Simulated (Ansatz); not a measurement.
Clusters are cut from relaxed bulk Sn (Fd-3m, 36.84 Å³/atom, gap on the mesh 0.00 eV) and relaxed in a periodic box with vacuum; the excess energy counts from that bulk. Caps count from half an H2 molecule.

These are results of DFT PBE, scalar-relativistic, plane waves, PAW (Ansatz), not measurements.

Cutoff 420 eV, Gaussian smearing of 0.05 eV, energies at zero smearing, symmetry of each start kept, no spin polarisation.

```
              start atoms k mesh excess energy (eV per host atom) gap on the mesh (eV) highest filled level or Fermi level under vacuum (eV)
  Sn3H8, sphere cut     11   1×1×1                             0.977                  4.54                                                   6.46
 Sn4H10, sphere cut     14   1×1×1                             0.929                  4.27                                                   6.35
Sn10H18, sphere cut     28   1×1×1                             0.717                  3.55                                                   6.11
```

Each run keeps its start's symmetry and one magnetic start, so lower states can exist.

Cost: 3 runs of about 11 core-minutes in all, on Arm Neoverse V1 (shared hosts).